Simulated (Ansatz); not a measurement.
Bulk crystal (TaN) after relaxation:

```
Ta N
1.0
     2.88947    0.00000    0.00000
    -1.44473    2.50235    0.00000
     0.00000    0.00000    5.86080
Ta N
2 2
Direct
  0.00000 0.00000 0.00000
  0.00000 0.00000 0.50000
  0.33333 0.66667 0.25000
  0.66667 0.33333 0.75000
```

Miller indices refer to the conventional cell of P6_3/mmc (No. 194), a = 2.889 Å, b = 2.889 Å, c = 5.861 Å, α = 90.00°, β = 90.00°, γ = 120.00°.

The (100) slab of 15 planes, 11.7 Å thick with 15 Å of vacuum as cut; outer planes N (top) and Ta (bottom).

Theory: DFT PBEsol, scalar-relativistic, plane waves, PAW in Ansatz 0.2.0. Settings: cutoff 420 eV, Γ-centred mesh 12×6×1 on the computed 20-atom cell, Gaussian smearing of 0.10 eV; no spin polarisation. The cell repeats along c with a dipole correction in the vacuum.

With the atoms at the bulk's places:

```
Surface energy (mean of both faces)   : 5.04 J/m²
Work function                         : 7.78 eV (top), 5.00 eV (bottom)
Dipole of the slab along +c, per cell : -0.26 e·Å
```

Q: What changes when all atoms relax within this surface cell and its symmetry?

A: The energy falls by 1.184 J/m² a face, and the largest move is 0.25 Å.

```
Surface energy (mean of both faces)   : 3.86 J/m²
Work function                         : 6.09 eV (top), 4.89 eV (bottom)
Dipole of the slab along +c, per cell : -0.11 e·Å
```

| plane (bottom to top) | atoms | spacing to next, bulk (Å) | relaxed (Å) | change (%) |
| --- | --- | --- | --- | --- |
| 1 | Ta2 | 0.834 | 0.743 | -10.9 |
| 2 | N | 0.834 | 0.840 | +0.7 |
| 3 | N | 0.834 | 0.821 | -1.6 |
| 4 | Ta2 | 0.834 | 0.881 | +5.7 |
| 5 | N | 0.834 | 0.809 | -3.1 |
| 6 | N | 0.834 | 0.872 | +4.5 |
| 7 | Ta2 | 0.834 | 0.792 | -5.0 |
| 8 | N | 0.834 | 0.861 | +3.2 |
| 9 | N | 0.834 | 0.839 | +0.6 |
| 10 | Ta2 | 0.834 | 0.749 | -10.2 |
| 11 | N | 0.834 | 0.884 | +6.0 |
| 12 | N | 0.834 | 1.113 | +33.4 |
| 13 | Ta2 | 0.834 | 0.417 | -49.9 |
| 14 | N | 0.834 | 0.822 | -1.5 |
| 15 | N |  |  |  |

Spin-orbit coupling is left out, which matters for the bands of heavy elements.

The reference crystal is a form of TaN, which isn't its usual structure.